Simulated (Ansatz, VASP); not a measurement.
AlN: VASP beside Ansatz

```
Al N
1.0
     3.02680    0.00000    0.00000
    -1.51340    2.62129    0.00000
     0.00000    0.00000    5.14130
Al N
2 2
Direct
  0.33333 0.66667 0.00647
  0.66667 0.33333 0.50647
  0.33333 0.66667 0.37853
  0.66667 0.33333 0.87853
```

Alike in both runs: functional LDA; k mesh 9 × 9 × 6; occupations gaussian, width 0.05 eV; no spin polarisation.

Ansatz relaxed the structure, and its values are those at the end. VASP's run is a single point on that final structure, the one shown.

|  | VASP | Ansatz |
| --- | --- | --- |
| version | VASP 6.6.1 | Ansatz 0.2.0 |
| potentials or method | VASP PAW LDA potentials, release 64 (Al, N) | scalar-relativistic, plane waves, PAW |
| plane-wave cutoff (eV) | 520 | 520 |
| valence electrons in the cell | 16 | 16 |

Ansatz gave:

- gap on the k mesh at the Fermi level (eV): 4.34
- least direct gap on the mesh (eV): 4.34
- pressure (GPa): 0.8
- rms of the force components (eV/Å): 0.003

Question: Estimate VASP's values.

Answer: gap on the k mesh at the Fermi level (eV): 4.34; least direct gap on the mesh (eV): 4.34; pressure (GPa): 1.5; rms of the force components (eV/Å): 0.004.

Ansatz warned: «pseudo_functional_mismatch».

Caveats: an odd mesh through Γ misses points on the zone boundary, where band edges often lie.
